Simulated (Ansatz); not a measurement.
KZnF3: pressure series

The parent structure is KZnF3 in the cubic perovskite structure (space group Pm-3m, No. 221; a = 4.0523 Å).

Cell and atoms are relaxed at each pressure.

Level of theory: PBEsol in Ansatz (plane waves to 420 eV, PAW, scalar-relativistic without spin-orbit coupling).

```json
[
 {"change": "base", "lattice parameter a": "4.052 Å", "smallest direct gap": "5.52 eV", "band gap": "3.71 eV"},
 {"change": "pressure −2 GPa", "lattice parameter a": "4.088 Å", "smallest direct gap": "(withheld)", "band gap": "3.64 eV"},
 {"change": "pressure −1 GPa", "lattice parameter a": "(withheld)", "smallest direct gap": "(withheld)", "band gap": "3.68 eV"},
 {"change": "pressure 0.3 GPa", "lattice parameter a": "(withheld)", "smallest direct gap": "5.55 eV", "band gap": "3.72 eV"},
 {"change": "pressure 0.7 GPa", "lattice parameter a": "4.041 Å", "smallest direct gap": "5.59 eV", "band gap": "3.73 eV"},
 {"change": "pressure 1.5 GPa", "lattice parameter a": "4.028 Å", "smallest direct gap": "5.67 eV", "band gap": "3.75 eV"},
 {"change": "pressure 3 GPa", "lattice parameter a": "4.006 Å", "smallest direct gap": "5.81 eV", "band gap": "3.80 eV"},
 {"change": "pressure 5 GPa", "lattice parameter a": "3.979 Å", "smallest direct gap": "5.99 eV", "band gap": "3.85 eV"},
 {"change": "pressure 7.5 GPa", "lattice parameter a": "3.948 Å", "smallest direct gap": "6.20 eV", "band gap": "3.91 eV"},
 {"change": "pressure 10 GPa", "lattice parameter a": "3.921 Å", "smallest direct gap": "6.39 eV", "band gap": "3.97 eV"}
]
```

Task: Complete the table.

Result: 
- pressure −2 GPa, smallest direct gap: 5.31 eV
- pressure −1 GPa, lattice parameter a: 4.070 Å
- pressure −1 GPa, smallest direct gap: 5.42 eV
- pressure 0.3 GPa, lattice parameter a: 4.047 Å

Load acts through the strain it causes; cell and atoms are relaxed under it. Stability against distortions was not tested. Competing high-pressure phases were not computed. Many cubic perovskites are stable only at high temperature; tilts and polar distortions were not tested.

Ansatz is a program for electronic structure.
